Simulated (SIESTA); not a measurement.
Runs of SIESTA 5.4.2 on Hf. Symmetry: P6_3/mmc, No. 194, hexagonal system. The conventional cell has a = 3.197 Å, b = 3.197 Å, c = 5.058 Å, α = 90.00°, β = 90.00°, γ = 120.00°. Hf (site symmetry -6m2) has 12 Hf at 3.13 to 3.20 Å as nearest neighbours. 

| task | level | potentials or basis | cell | optimiser | force tolerance | energy shift | gap on the mesh (eV) | pressure (GPa) | V0 of scaled cells (Å³/atom) | B0 (GPa) |
| --- | --- | --- | --- | --- | --- | --- | --- | --- | --- | --- |
| band structure | PBEsol | PseudoDojo 0.4 standard (PBEsol files), DZP (energy shift 0.002 Ry) | as given | - | - | 0.002 Ry | none | -3.4 | - | - |
| equation of state | PBEsol | PseudoDojo 0.4 standard (PBEsol files), DZP (energy shift 0.003 Ry; two zetas on semicore shells) | as given | - | - | 0.003 Ry | - | - | (b) | (a) |
| relaxation of cell and atoms | vdW-DF-cx | PseudoDojo 0.4 standard (PBE files), DZP (energy shift 0.002 Ry) | relaxed | Broyden | 0.01 eV/Å | 0.002 Ry | none | 0.0 | - | - |
| band structure | PBEsol | PseudoDojo 0.4 standard (PBEsol files), DZP (energy shift 0.003 Ry; two zetas on semicore shells) | as given | - | - | 0.003 Ry | none | -3.5 | - | - |
| equation of state | PBE | PseudoDojo 0.4 standard (PBE files), DZP (energy shift 0.002 Ry) | as given | - | - | 0.002 Ry | - | - | 22.60 | 116 |

Alike in all rows: no spin polarisation; k mesh 10 × 10 × 5; smearing fermi-dirac 0.05 eV; grid cutoff 800 Ry.

Task: Fill in the values left out.

Result: (a) 122; (b) 21.70.

Caveats: the basis of atomic orbitals isn't converged, which shifts pressures, moduli and gaps; semicore shells carry a single zeta, which can move pressures by several GPa and volumes by a few percent (some runs); short orbitals over semicore shells can move pressures by several GPa (some runs); the cell was scaled at fixed shape and fractional positions, which overstates the stiffness of a crystal with free parameters, most of all of layers and chains (some runs); the potentials were made for another functional, which shifts forces and pressure (some runs).

A k mesh can miss the band edges, and the runs leave out spin-orbit coupling on Hf.

A gap of «none» marks a metal or a gap under the smearing width.

Not every run made on this cell is shown here.
